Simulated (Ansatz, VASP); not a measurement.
HfN: VASP beside Ansatz

```xyz
4
Lattice="3.1339 0.0000 0.0000 -1.5670 2.7140 0.0000 0.0000 0.0000 5.4168" Properties=species:S:1:pos:R:3 pbc="T T T"
Hf    1.5670    0.9047    4.0626
Hf    0.0000    1.8094    1.3542
N     0.0000    0.0000    0.0000
N     0.0000    0.0000    2.7084
```

The cell comes from a database or a generator and needn't be the stable form of this composition.

Alike in both runs: task single point; functional r2SCAN; k mesh 8 × 8 × 4; occupations gaussian, width 0.1 eV; no spin polarisation.

```csv
,VASP,Ansatz
version,VASP 6.6.1,Ansatz 0.2.0
potentials or method,"VASP PAW PBE potentials, release 64 (Hf_pv, N)","plane waves, PAW"
plane-wave cutoff (eV),520,650
valence electrons in the cell,30,62
```

Ansatz gave:

| Item | Value |
| --- | --- |
| pressure (GPa) | 2.6 |
| largest component of the traceless stress (GPa) | 0.52 |

Task: Which values does VASP return?

Result: Pressure (GPa): 0.0; largest component of the traceless stress (GPa): 0.44.

With one functional, cell and mesh, what is left measures potentials, basis and numerics. The two sets of potentials don't hold the same shells in valence. Ansatz warned: «stress_scf_threshold_loose».

Caveats: the PAW data sets were made with another functional, which shifts forces and pressure a little (VASP). The runs have no spin-orbit coupling, so splittings on Hf are missing.
